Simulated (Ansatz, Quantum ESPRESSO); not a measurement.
This is a calculation of Ti3Al for Quantum ESPRESSO 7.5. Atoms were shifted at random by some hundredths of an Å from the given cell, which wasn't relaxed again for these runs. The cell comes from a database or a generator and needn't be the stable form of this composition.

Contents of pw.in:

```
&CONTROL
  calculation = 'scf'
  prefix = 'pwscf'
  outdir = './tmp'
  pseudo_dir = './pseudo'
  tprnfor = .true.
  tstress = .true.
  disk_io = 'nowf'
/
&SYSTEM
  ibrav = 0
  nat = 4
  ntyp = 2
  ecutwfc = 45
  ecutrho = 360
  nbnd = 28
  occupations = 'smearing'
  smearing = 'fd'
  degauss = 0.00367493
/
&ELECTRONS
  conv_thr = 8d-10
  electron_maxstep = 120
  mixing_beta = 0.5
/
ATOMIC_SPECIES
Ti    47.8670 ti_pbesol_v1.4.uspp.F.UPF
Al    26.9815 al_pbesol_v1.uspp.F.UPF
CELL_PARAMETERS angstrom
   2.9275422229    0.0000000000    0.0000000000
  -1.4637711114    2.5353259357    0.0000000000
   0.0000000000    0.0000000000    9.2263620000
ATOMIC_POSITIONS crystal
Ti     0.3522190000    0.6805740000    0.2548270000
Ti     0.3479140000    0.6913960000    0.7463020000
Ti     0.6520880000    0.3418930000    0.0003530000
Al     0.6604000000    0.3215280000    0.5011080000
K_POINTS automatic
10 10 3 0 0 0
```

Potentials or basis: GBRV 1.5 PBEsol.

Run with:

```console
$ OMP_NUM_THREADS=1 mpirun -n 2 pw.x -nk 2 -in pw.in > pw.out
```

Translate it to Ansatz 0.2.0. Potentials or basis there: Ansatz PAW, cutoff 420 eV.

As run (cutoffs and basis follow the program's own potentials, and thresholds, step limits or extra output files can differ):

The input input.yaml:

```yaml
crystal:
  lattice:
    - [2.9275422229, 0.0, 0.0]
    - [-1.4637711114, 2.5353259357, 0.0]
    - [0.0, 0.0, 9.226362]
  atoms:
    - { symbol: Ti, position: [0.352219, 0.680574, 0.254827] }
    - { symbol: Ti, position: [0.347914, 0.691396, 0.746302] }
    - { symbol: Ti, position: [0.652088, 0.341893, 0.000353] }
    - { symbol: Al, position: [0.6604, 0.321528, 0.501108] }
hamiltonian:
  xc: pbesol
  pseudopotentials: { kind: paw }
kpoints:
  mp_grid: { grid: [10, 10, 3] }
scf:
  occupations: { method: fermi_dirac, width: 0.05 }
output:
  forces: true
  stress: true
  eigenvalues: true
```

Potentials or basis: Ansatz PAW.

Command:

```console
$ ansatz run input.yaml --threads 1 --pin off --max-ram 3584MiB --backend cpu --events-out ev --progress --plain --runs-dir out
```

Both were run:

|  | Quantum ESPRESSO | Ansatz |
| --- | --- | --- |
| Pressure | -3.5 GPa | -3.4 GPa |
| Largest force | 0.476 eV/Å | 0.477 eV/Å |
| Energy over the undisturbed cell | 9.2 meV/atom | 9.3 meV/atom |

Ansatz's pressure holds a Pulay term of +0.02 GPa for its cutoff of 420 eV, which the other run lacks.

Ansatz's potentials were made for PBE.

Where Ansatz's input types no cutoff or centring, it takes its own default and a Γ-centred mesh.

Pressure is positive in compression.
